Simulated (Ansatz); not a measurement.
Crystal: CuO (Tenorite).

```xyz
4
Lattice="2.3447 -1.7134 0.0000 2.3447 1.7134 0.0000 -0.8606 0.0000 5.0594" Properties=species:S:1:pos:R:3 pbc="T T T"
Cu    0.7420   -0.8457    2.5297
Cu    1.1723    0.8457    0.0000
O     1.6421    0.2841    3.8133
O     2.0724   -0.2841    1.2836
```

Base run:

* Program: Ansatz 0.2.0
* Functional: PBEsol
* Potentials or basis: Ansatz PAW
* Cutoff: 420 eV (not typed: the program's choice for these potentials)
* k mesh: 10 × 10 × 5
* Occupations: fermi-dirac, width 0.05 eV
* Spin: no spin polarisation
* Hubbard terms: Cu d U = 4 eV

Its results: band gap on the k mesh none (metal or under the smearing width); pressure -0.8 GPa; largest force 0.777 eV/Å.

**Question.** The run is repeated on the same cell with these changes: hubbard terms from Cu d U = 4 eV to Cu d U = 6 eV. What comes out?

**Answer.** Band gap on the k mesh none (metal or under the smearing width); pressure 0.4 GPa; largest force 0.805 eV/Å.

Caveats: the run has no spin polarisation, though such a crystal can be magnetic; U without spin polarisation on a metal has little footing; the PAW data sets come from PBE, with cores solved anew for the run's functional, which leaves a small shift of forces and pressure.
